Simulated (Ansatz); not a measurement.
BeSe (started from an entry of an open crystallographic database): a one-shot G0W0 calculation in Ansatz (G0W0@PBE with 237 empty bands, a screening cutoff of 210 eV and a 4×4×4 mesh). The cell was relaxed beforehand with r2SCAN.

The input:
```yaml
crystal:
  lattice:
    - [0.0, 2.5810355892, 2.5810355892]
    - [2.5810355892, 0.0, 2.5810355892]
    - [2.5810355892, 2.5810355892, 0.0]
  atoms:
    - { symbol: Be, position: [0.0, 0.0, 0.0] }
    - { symbol: Se, position: [0.25, 0.25, 0.25] }
kpoints:
  mp_grid: { grid: [4, 4, 4] }
hamiltonian:
  xc: pbe
scf:
  occupations: { method: fixed }
gw:
  n_empty_bands: 237
  ecut_chi: 210
  qp_bands: [v2, c2]
  qp_kpoints: band_edges
  screening: { model: contour_deformation }
```

Run as `ansatz run input.yaml --threads 2 --pin off --max-ram 3686MiB --backend cpu --events-out ev --progress --plain --runs-dir out`. Wall time 25 s on 2 threads of Intel(R) Xeon(R) Platinum 8259CL CPU @ 2.50GHz (Skylake/Cascade Lake), on a shared host, load about 0.3 per core; peak host memory 0.47 GiB.

Problem. What does the program print?

Solution. Abridged output:
```
Pseudopotential: Be, paw, valence charge 2, recommended cutoff 420 eV (normal)
Pseudopotential: Se, paw, valence charge 16, recommended cutoff 420 eV (normal)
Functional definition: PBE
Crystal: 2 atoms, lattice volume = 34.388 Å³
Basis set: ecut = 420 eV, 645 PW (Γ)
Bands: 13, of which v1, the nominal top of the filled ones, is band 9 counted from 1 (8 counted from 0)
Symmetry: 24 space group operations
Space group: F-43m (ITA 216)
k-points: 8 of 64 (time reversal used)
SCF iter   1: HF=-5563.374121 eV  Δρ=1.08e-3  dr2=5.37e-4
preconditioner: auto → none  [insulator: Δε(μ)=2.653 eV  ℏωp=17.9 eV]
SCF iter   2: HF=-5563.374024 eV  Δρ=4.72e-4  dr2=6.38e-5
SCF iter   3: HF=-5563.374021 eV  Δρ=2.13e-4  dr2=1.10e-5
SCF iter   4: HF=-5563.374030 eV  Δρ=5.98e-5  dr2=1.17e-6
SCF iter   5: HF=-5563.374031 eV  Δρ=1.18e-5  dr2=5.55e-8
SCF iter   6: HF=-5563.374031 eV  Δρ=1.28e-6  dr2=3.97e-10
SCF 1 converged in 6 iterations: F = -5563.374031 eV  dr2 = 3.97e-10
SCF converged after 6 iterations
Free energy (F): -5563.374031 eV
Fermi energy:    6.862018 eV
--- Band table (eV; the first three rows and the last of 8) ---
  k-point 0: bands = […, -39.7662, -39.7662, -6.8695, 6.8620, 6.8620, 6.8620, 11.1474, 11.8703, 11.8703, 11.8703]
  k-point 1: bands = […, -39.7662, -39.7662, -6.3080, 3.4932, 6.2456, 6.2456, 11.3073, 12.7580, 12.7580, 15.1298]
  k-point 2: bands = […, -39.7661, -39.7661, -5.5508, 1.2193, 5.7999, 5.7999, 11.1545, 12.8291, 12.8291, 16.8410]
  k-point 7: bands = […, -39.7664, -39.7659, -5.0663, 2.4916, 3.1091, 3.6147, 12.9972, 13.9477, 14.2382, 14.8227]
--- G₀W₀: contour deformation, 7 samples at zero and on the imaginary axis and 2 off it, 64 q-points, 237 empty bands' worth ---
    ik  band        ε_KS         Σx   Σc(E_QP)       V_xc       Z   E_QP_lin       E_QP  E_QP is
     0     8      6.8620   -18.0924     1.4802   -15.5357  0.7947     5.7757     5.7856  root
     0     9      6.8620   -18.0924     1.4802   -15.5357  0.7947     5.7757     5.7856  root
     0    10     11.1474    -8.2452    -4.6497   -13.2286  0.8028    11.4822    11.4811  root
     0    11     11.8703    -6.0191    -4.5325   -10.9909  0.7954    12.3115    12.3096  root
     1     8      6.2456   -17.6510     1.6192   -14.9446  0.7911     5.1476     5.1584  root
     1     9      6.2456   -17.6510     1.6192   -14.9446  0.7911     5.1476     5.1584  root
     1    10     11.3073    -7.1161    -4.4944   -11.9484  0.8005    11.6463    11.6452  root
     1    11     12.7580    -6.1691    -4.7356   -11.3397  0.7904    13.1952    13.1930  root
     2     8      5.7999   -17.5769     1.7837   -14.6795  0.7877     4.6741     4.6862  root
     2     9      5.7999   -17.5769     1.7837   -14.6795  0.7877     4.6741     4.6862  root
     2    10     11.1545    -7.3942    -4.4401   -12.1403  0.8009    11.4613    11.4605  root
     2    11     12.8291    -5.8547    -4.6639   -10.9095  0.7946    13.2216    13.2200  root
     3     8      5.2439   -17.1038     1.8974   -14.0824  0.7845     4.1066     4.1199  root
     3     9      5.2439   -17.1038     1.8974   -14.0824  0.7845     4.1066     4.1199  root
     3    10     10.6333    -5.8657    -4.2216   -10.3534  0.8051    10.9000    10.8994  root
     3    11     12.6291    -6.5097    -4.5998   -11.3785  0.7974    12.8990    12.8982  root
     6     8      4.2411   -17.0507     2.2843   -13.5869  0.7750     3.0439     3.0617  root
     6     9      4.2411   -17.0507     2.2843   -13.5869  0.7750     3.0439     3.0617  root
     6    10      9.5046    -5.4547    -3.9785    -9.5608  0.8143     9.6324     9.6323  root
     6    11     11.0690    -6.2656    -4.1648   -10.6330  0.8061    11.2720    11.2717  root
     7     8      3.1091   -16.5573     2.6158   -12.7292  0.7640     1.8722     1.8966  root
     7     9      3.6147   -16.1376     2.3299   -12.6537  0.7715     2.4418     2.4607  root
     7    10     12.9972    -6.7859    -4.4361   -11.3598  0.7992    13.1351    13.1348  root
     7    11     13.9477    -5.4103    -5.3584   -11.2040  0.7743    14.3862    14.3830  root
```
The trailing digits, and the zero of the energies, depend on the potentials and thresholds.

The rows of the band table are 0: (0, 0, 0) = Γ, 1: (0, 0, 1/4), 2: (0, 0, -1/2), 7: (1/4, -1/2, -1/4).

The points are ik 0 = (0, 0, 0) (Γ), ik 1 = (0, 0, 1/4), ik 2 = (0, 0, -1/2), ik 3 = (0, 1/4, 1/4), ik 6 = (0, -1/2, -1/2), ik 7 = (1/4, -1/2, -1/4); band 9 is the last filled one.

Over the mesh points the PBE gap of 2.64 eV becomes a quasiparticle gap of 3.85 eV (Γ to k = (0, -1/2, -1/2)), a change of +1.21 eV. Renormalisation factors Z lie between 0.76 and 0.81. The G0W0 figures hold for the stated bands, cutoff and mesh and aren't extrapolated.

(Simulation; spin polarisation is off.)

Spin-orbit coupling is left out.
